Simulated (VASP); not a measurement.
# CO2 under changes of volume

One of the cells (7.376 Å³/atom); the others are scaled copies at fixed shape and fractional positions:

```
O C
1.0
    -1.93590    1.93590    2.95231
     1.93590   -1.93590    2.95231
     1.93590    1.93590   -2.95231
O C
4 2
Direct
  0.87500 0.95504 0.58004
  0.37500 0.29496 0.41996
  0.04496 0.62500 0.91996
  0.70504 0.12500 0.08004
  0.00000 0.00000 0.00000
  0.75000 0.25000 0.50000
```

The cell comes from a database or a generator and needn't be the stable form of this composition.

```yaml
Program: VASP 6.6.1
Functional: LDA
Potentials_or_basis: VASP PAW LDA potentials, release 64 (O, C)
Cutoff: 520 eV
k_mesh: 8 × 8 × 8
Occupations: gaussian, width 0.02 eV
Spin: no spin polarisation
```

| volume (Å³/atom) | energy over the lowest point (meV/atom) | pressure (GPa) | gap on the mesh (eV) | largest force (eV/Å) |
| --- | --- | --- | --- | --- |
| 7.081 | ? | ? | ? | ? |
| 7.229 | 3.97 | 7.0 | 7.55 | 0.328 |
| 7.376 | 0.00 | 0.7 | 7.49 | 0.008 |
| 7.524 | 1.57 | -5.0 | 7.43 | 0.288 |
| 7.671 | 8.14 | -10.1 | 7.36 | 0.563 |

Q: What does the run at 7.081 Å³/atom give?

A: Energy over the lowest point 14.11 meV/atom; pressure 14.1 GPa; gap on the mesh 7.61 eV; largest force 0.675 eV/Å.

Worked out: A Birch-Murnaghan fit of order 2 (a polynomial in V^(-2/3)) to the other rows has its minimum at 7.41 Å³/atom with B0 = V·E''(V) = 296 GPa at fixed shape and positions, which overstates the stiffness. It gives 14.12 meV/atom at 7.081 Å³/atom, against the run's 14.11, and -dE/dV = 14.6 GPa, against 14.1. A straight line through the other rows of the gap, of slope -3.18 eV per unit of ln V, extrapolates to 7.62 eV, against the run's 7.61.

Energies are extrapolated to zero smearing.

A mesh can miss the band edges.
